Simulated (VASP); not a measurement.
## BaTiO3: relaxation of cell and atoms with LDA

BaTiO3:

```xyz
5
Lattice="4.0060 0.0000 0.0000 0.0000 4.0060 0.0000 0.0000 0.0000 4.0060" Properties=species:S:1:pos:R:3 pbc="T T T"
Ba    2.0030    2.0030    2.0030
Ti    0.0000    0.0000    0.0000
O     2.0030    0.0000    0.0000
O     0.0000    2.0030    0.0000
O     0.0000    0.0000    2.0030
```

```yaml
Program: VASP 6.6.1
Task: relaxation of cell and atoms
Functional: LDA
Potentials_or_basis: VASP PAW LDA potentials, release 64 (Ba_sv, Ti_sv, O)
Cutoff: 600 eV
k_mesh: 8 × 8 × 8
Occupations: gaussian, width 0.03 eV
Spin: no spin polarisation
Further_INCAR_settings: ALGO = Normal; EDIFF = 1e-06; IBRION = 2; EDIFFG = -0.01; NSW = 90; ISIF = 3
```

The relaxed volume is 12.33 Å³/atom, the relaxed cell is a = 3.950 Å, b = 3.950 Å, c = 3.950 Å, α = 90.00°, β = 90.00°, γ = 90.00° and the space group after relaxing (to 0.05 Å) is Pm-3m (No. 221). The energy gained by relaxing is 12.9 meV/atom, the ionic steps are 3 and the pressure after relaxing is -0.1 GPa. The band gap on the k mesh is 1.73 eV, indirect (least direct gap 1.83 eV).

Step by step:
```tsv
step	energy change (eV)	largest force (eV/Å)	pressure (GPa)	volume (Å³)
1	0.0000	0.0000	-7.46	64.29
2	0.0152	0.0000	9.75	58.88
3	-0.0647	0.0000	-0.07	61.64
```

Final structure:
```
Ba Ti O
1.0
     3.95021    0.00000    0.00000
     0.00000    3.95021    0.00000
     0.00000    0.00000    3.95021
Ba Ti O
1 1 3
Direct
  0.50000 0.50000 0.50000
  0.00000 0.00000 0.00000
  0.50000 0.00000 0.00000
  0.00000 0.50000 0.00000
  0.00000 0.00000 0.50000
```

Levels at points of the mesh, in eV from the valence-band top:
```csv
k point,band 16,band 17,band 18,band 19,band 20,band 21,band 22,band 23,band 24
"(0.00, 0.00, 0.00)",-1.18,-1.18,-0.10,-0.10,-0.10,1.73,1.73,1.73,4.21
"(0.50, 0.00, 0.00)",-2.04,-1.91,-1.91,-0.72,-0.72,1.91,3.66,3.66,4.23
"(0.50, 0.50, 0.00)",-2.90,-1.71,-0.84,-0.84,-0.10,3.67,3.67,4.09,5.13
"(0.50, 0.50, 0.50)",-2.39,-2.39,0.00,0.00,0.00,4.39,4.39,4.39,6.84
```

Wall time 120 s on 1 thread of AMD EPYC 7R13 Processor (Zen 3), on a shared host, peak memory 0.18 GiB.

Caveat: spin-orbit coupling is left out, which moves the levels of the heavy elements. A k mesh can miss the band edges.
